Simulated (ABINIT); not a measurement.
The system is La2O3.

```
La O
1.0
     3.93078    0.00000    0.00000
    -1.96539    3.40415    0.00000
     0.00000    0.00000    6.11195
La O
2 3
Direct
  0.33333 0.66667 0.24624
  0.66667 0.33333 0.75376
  0.00000 0.00000 0.00000
  0.33333 0.66667 0.64589
  0.66667 0.33333 0.35411
```

The cell is a database's computed one.

Base run:

- Program: ABINIT 10.8.3 (patched build)
- Functional: PBE
- Potentials or basis: PseudoDojo NC SR PBE v0.4.1 standard
- Cutoff: 1687 eV
- k mesh: 6 × 6 × 4
- Occupations: fermi-dirac, width 0.05 eV
- Spin: no spin polarisation

Its results: band gap on the k mesh 3.85 eV, indirect (least direct gap 3.98 eV); pressure 1.5 GPa; largest force 0.011 eV/Å.

Question: The run is repeated on the same cell with these changes: functional from PBE to LDA; potentials or basis from PseudoDojo NC SR PBE v0.4.1 standard to JTH PAW LDA v2.0; cutoff from 1687 eV to 517 eV. What comes out?

Answer: Band gap on the k mesh 3.73 eV, indirect (least direct gap 3.82 eV); pressure -5.8 GPa; largest force 0.096 eV/Å.

Caveats: spin-orbit coupling is left out, which moves the levels of the heavy elements.

A k mesh can miss the band edges.
